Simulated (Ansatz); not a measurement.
# NaCl, space group Pm-3m: a series of slab calculations

Program: the Python package of Ansatz (0.2.0).

`POSCAR`
```text
NaCl
1.0
   2.86000000    0.00000000    0.00000000
   0.00000000    2.86000000    0.00000000
   0.00000000    0.00000000    2.86000000
Na Cl
1 1
Direct
   0.00000000    0.00000000    0.00000000
   0.50000000    0.50000000    0.50000000
```

`run_layers.py`
```python
'''Surface of NaCl against the number of layers.'''

import ansatz as az
from ase.build import surface
from ase.io import read
import numpy as np
from tabulate import tabulate

atoms = read('POSCAR', format='vasp')
# Miller indices count the vectors of the cell as typed
rows = []
for value in [2, 3, 4, 5]:
    slab = surface(atoms, (1, 1, 0), value, vacuum=8.0)
    slab.pbc = True
    calc = (
        az.Crystal.from_ase(slab).calculation()
        .functional('rpbe')
        .accuracy('medium')  # preset for grids and thresholds
        .occupations('methfessel_paxton', width=0.3)
        .mixing('anderson', preconditioner='local_kerker')
        .eigensolver('davidson')
        .scf(lower_state_search='standard')
        .kpoints(4, 5, 1)  # sampling of the Brillouin zone
        .electric_field(axis=3, dipole_correction=True)
    )
    data = calc.run(threads=1, pin='off').report
    face = data['work_function']
    rows.append((value, len(slab), data['free_energy_ev'], face['dipole_moment_e_ang'], face.get('phi_plus_ev'), face.get('phi_minus_ev')))

print(tabulate(rows, headers=['layers', 'atoms', 'F (eV)', 'dipole (e A)', 'phi upper (eV)', 'phi lower (eV)'], floatfmt='.4f', missingval='-'))
# the slope is the bulk energy, the intercept twice the surface energy
slope, intercept = np.polyfit([row[1] for row in rows[1:]], [row[2] for row in rows[1:]], 1)
area = np.linalg.norm(np.cross(slab.cell[0], slab.cell[1]))
print(f'bulk {slope:.4f} eV/atom, mean surface energy {intercept / (2 * area) * 16.02177:.3f} J/m^2')
```

```console
$ python run_layers.py
DeckWarning: basis.ecutwfc = 420 eV, auto-derived from the records' recommended cutoffs: set by Na (normal level)
  layers    atoms       F (eV)    dipole (e A)    phi upper (eV)    phi lower (eV)
--------  -------  -----------  --------------  ----------------  ----------------
       2        4   -5147.7279         -0.0000            2.5765            2.5765
       3        6   -7720.7354          0.0000            2.5431            2.5433
       4        8  -10293.7408          0.0000            2.5254            2.5255
       5       10  -12866.7447          0.0000            2.5242            2.5245
bulk -1286.5023 eV/atom, mean surface energy -1.192 J/m^2
```
(Warnings from the package without file and line.)

These settings explore the input space; cutoff and mesh may be short of convergence. In a slab with a gap the Fermi level, and so this work function, hangs on the smearing. The starting cell is as deposited in a crystallographic database; the results hold for this polymorph, which needn't be the stable one. The slabs are thin, unrelaxed cuts of the structure as given, on a modest mesh, so the surface energy isn't converged; Miller indices refer to the cell as typed, and unlike faces give only a mean. Hardware and time: 34 s on 1 thread of Arm Neoverse V2 (shared host), peak memory 0.52 GiB.

(Lines on the test bed's own set-up are left out of the output.)
